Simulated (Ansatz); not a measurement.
Input and command of a plane-wave DFT calculation in Ansatz:

```yaml
crystal:
  lattice:
    - [2.5121751215, 0.0, 0.0]
    - [-1.2560875608, 2.175607474, 0.0]
    - [0.0, 0.0, 8.3436910039]
  atoms:
    - { symbol: B, position: [0.3333333333, 0.6666666667, 0.25] }
    - { symbol: B, position: [0.6666666667, 0.3333333333, 0.75] }
    - { symbol: "N", position: [0.3734836954, 0.5569738376, 0.75] }
    - { symbol: "N", position: [0.6666666667, 0.3333333333, 0.25] }
basis:
  ecutwfc: 420
kpoints:
  mp_grid: { grid: [12, 12, 4] }
hamiltonian:
  xc: pbe
scf:
  occupations: { method: gaussian, width: 0.05 }
output:
  forces: true
  stress: true
  eigenvalues: true
```

```bash
ansatz run input.yaml --threads 1 --pin off --max-ram 2560MiB --backend cpu --events-out ev --progress --plain --runs-dir out
```

Processor: Intel(R) Xeon(R) 6975P-C (Granite Rapids), 1 thread, on a host shared with other jobs.

**Question.** Estimate time, memory and problem size.

**Answer.** About 5 s on 1 thread of Intel(R) Xeon(R) 6975P-C (Granite Rapids), with other jobs on the host, peak memory 0.44 GiB. It solves 12 bands at 222 k points (the mesh reduced by symmetry) with about 885 plane waves, in 6 SCF iterations.
